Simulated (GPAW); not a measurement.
Crystal: CdO (Monteponite).

```
Cd O
1.0
     0.00000    2.34950    2.34950
     2.34950    0.00000    2.34950
     2.34950    2.34950    0.00000
Cd O
1 1
Direct
  0.00000 0.00000 0.00000
  0.50000 0.50000 0.50000
```

Program: GPAW 26.7.0. Alike in all runs: task band structure; cell as given; cutoff (eV) 800; smearing fermi-dirac 0.05 eV.

**Question.** Order these runs on this cell by their pressure, lowest first.
A. level LDA; potentials or basis the program's PAW data sets (release 1.2.1) made for this functional, pw; spin off; k mesh 10 × 10 × 10; band points 100
B. level PBE; potentials or basis GPAW PAW data sets (gpaw-data 1.2.1), pw; spin SOC, no magnetisation; k mesh 7 × 7 × 7; band points 80; spin axis theta (degrees) 90; spin axis phi (degrees) 0; soc after scf second variation
C. level RPBE; potentials or basis the program's PAW data sets (release 1.2.1) made for this functional, pw; spin off; k mesh 10 × 10 × 10; band points 60
D. level PBEsol; potentials or basis PAW data sets generated in the run's folder for this functional, pw; spin SOC, no magnetisation; k mesh 7 × 7 × 7; band points 100; spin axis theta (degrees) 0; spin axis phi (degrees) 0; soc after scf second variation

**Answer.** A (-6.5 GPa), D (-1.2 GPa), B (5.6 GPa), C (10.0 GPa).

Caveats: spin-orbit coupling was added after a scalar SCF, so levels and gaps hold it while energy, forces, pressure and moments don't (some runs).
